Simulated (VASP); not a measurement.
Wanted: the native input for a VASP 6.6.1 run.

```
Task                   : relaxation of cell and atoms
Functional             : PBEsol
Potentials or basis    : VASP PAW PBE potentials, release 64 (Si, O)
Cutoff                 : 600 eV
k mesh                 : 8 × 8 × 10
Occupations            : gaussian, width 0.03 eV
Spin                   : no spin polarisation
Further INCAR settings : ALGO = Normal; EDIFF = 1e-07; IBRION = 2; EDIFFG = -0.005; NSW = 90; ISIF = 3
```

The structure of SiO2 (Stishovite) lies in POSCAR:

```
SiO2                                    
1.0
    4.1920503194      0.0000000000      0.0000000000
   -0.0000000000      4.1920503194      0.0000000000
    0.0000000000      0.0000000000      2.6827024099
  Si              O             
     2     4
Direct
     0.0000000000000000    0.0000000000000000    0.0000000000000000
     0.5000000000000000    0.5000000000000000    0.5000000000000000
     0.3058244602812249    0.3058244602812249    0.0000000000000000
     0.1941755397187751    0.8058244602812249    0.5000000000000000
     0.6941755397187751    0.6941755397187751    0.0000000000000000
     0.8058244602812249    0.1941755397187751    0.5000000000000000
```

One way to write it, as run:

INCAR

```
  PREC = Accurate
  ENCUT = 600
  EDIFF = 1E-7
  ISMEAR = 0
  SIGMA = 0.03
  LREAL = F
  LASPH = T
  NELM = 80
  ALGO = Normal
  ISIF = 3
  LWAVE = F
  LCHARG = F
  GGA = PS
  IBRION = 2
  NSW = 90
  EDIFFG = -0.005
  KPAR = 2
```

KPOINTS

```
regular mesh
0
Gamma
  8 8 10
```

Potentials or basis: VASP PAW PBE potentials, release 64 (Si, O).

Run with:

```bash
$ cat potpaw_PBE.64/Si/POTCAR potpaw_PBE.64/O/POTCAR > POTCAR
$ mpirun -np 2 vasp_std > vasp.out
```

Results of the run:

```yaml
Pressure_after_relaxing: 0.0 GPa
Band_gap_on_the_k_mesh: 5.34 eV, direct
```

Caveat: the relaxation stopped at its first step, so nothing moved; the PAW data sets were made with another functional, which shifts forces and pressure a little.

Wall time 36 s on 2 MPI ranks on Intel(R) Xeon(R) Platinum 8259CL CPU @ 2.50GHz (Skylake/Cascade Lake), on a shared host, peak memory 0.22 GiB a rank.
